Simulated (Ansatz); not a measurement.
## Bi in Ansatz: the effect of functional

Crystal: Bi.

```
Bi
1.0
     3.30189    0.00000    0.00000
     0.00000    3.28483    0.00000
    -0.08203    0.00000    6.57027
Bi
2
Direct
  0.54425 0.00000 0.74958
  0.45575 0.00000 0.25042
```

This isn't the form of Bi at room conditions, which is rhombohedral.

The cell isn't the ideal one: volume scaled by 1.06.

Alike in all runs:

| Quantity | Value |
| --- | --- |
| Program | Ansatz 0.2.0 |
| Task | single point |
| Potentials or basis | Ansatz PAW |
| k mesh | 8 × 8 × 4 |
| Occupations | fermi-dirac, width 0.05 eV |
| Spin | no spin polarisation |

```csv
functional,cutoff,pressure (GPa),largest force (eV/Å)
LDA,420 eV (not typed: the program's choice for these potentials),?,?
PBEsol,420 eV (not typed: the program's choice for these potentials),-3.1,0.02
r2SCAN,500 eV (not typed: the program's choice for these potentials),-1.8,0.04
```

What does the run with functional LDA give?

Pressure -4.2 GPa; largest force 0.03 eV/Å.

Caveats: the PAW data sets come from PBE, with cores solved anew for the run's functional, which leaves a small shift of forces and pressure.
